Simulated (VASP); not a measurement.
SiC:

```
Si C
1.0
     0.00000    2.11927    2.11927
     2.11927    0.00000    2.11927
     2.11927    2.11927    0.00000
Si C
1 1
Direct
  0.00000 0.00000 0.00000
  0.50000 0.50000 0.50000
```

The cell was built by a generator and needn't be a form met in nature.

- Program: VASP 6.6.1
- Task: relaxation of cell and atoms
- Functional: r2SCAN
- Potentials or basis: VASP PAW PBE potentials, release 64 (Si, C)
- Cutoff: 600 eV
- k mesh: 12 × 12 × 12
- Occupations: gaussian, width 0.03 eV
- Spin: no spin polarisation

At the start: pressure -28.4 GPa; volume 9.52 Å³/atom.

Q: Where does the relaxation end?

A: Over 4 steps the energy falls by 140.0 meV/atom and the volume is 8.15 Å³/atom (-14.4 %); space group Fm-3m (No. 225, to 0.05 Å).

The path:
```csv
step,energy change (eV),largest force (eV/Å),pressure (GPa),volume (Å³)
1,0.0000,0.0000,-28.38,19.04
2,-0.1298,0.0000,33.84,14.76
3,-0.2798,0.0000,-0.60,16.35
4,-0.2799,0.0000,0.18,16.30
```

Final structure:
```cif
data_structure
_symmetry_space_group_name_H-M 'P 1'
_symmetry_Int_Tables_number 1
_cell_length_a 2.8458
_cell_length_b 2.8458
_cell_length_c 2.8458
_cell_angle_alpha 60.000
_cell_angle_beta 60.000
_cell_angle_gamma 60.000
_cell_volume 16.30
loop_
_atom_site_label
_atom_site_type_symbol
_atom_site_fract_x
_atom_site_fract_y
_atom_site_fract_z
_atom_site_occupancy
Si1 Si 0.00000 0.00000 0.00000 1
C1 C 0.50000 0.50000 0.50000 1
```

Caveat: the PAW data sets were made with another functional, which shifts forces and pressure a little.
